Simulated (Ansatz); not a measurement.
HfN: strain energy, fitted

HfN, Fm-3m, a = 4.502 Å. Ansatz: PBEsol, PAW, 420 eV, Γ-centred 16×16×12 mesh on 4 atoms, Gaussian smearing 0.10 eV; no spin polarisation. Series: equal strain along all axes, cell held, atoms fixed by symmetry; x is the strain in per cent. y is the free energy over the unstrained cell, V0 = 11.404 Å³/atom.

```
x (%) y (meV/atom)
 -4.5        213.51
 -3.0         90.08
 -1.5         21.33
  0.0          0.00
  1.5         19.66
  3.0         74.67
  4.5             ?
```

Task: Fit y = c2 x² + c3 x³ to the other rows, turn c2 into a modulus, and predict the missing energy.

Result: Least squares on the rows shown. y = 9.1799 x² − 0.30031 x³. In eV per unit strain² c2 is 91.80; the stiffness is B for this strain (E = 9/2 B V0 ε², shape held): 2 × 91.80 × 160.2 / (9 × 11.404) = 287 GPa. At x = 4.5 the fit asked for gives 158.53 meV/atom. The run gave 160.04 meV/atom, so the fit is 1.51 meV/atom too low, 0.71 % of the span of the series, against an rms of 0.35 meV/atom on the fitted rows. The row lies outside the fitted range. With a term in x⁴ added, a fit to the same known rows predicts 161.54 meV/atom, which misses by about as much or more on the other side: the known rows don't fix the higher terms.

Spin–orbit coupling is left out, which can shift energies with elements as heavy as these.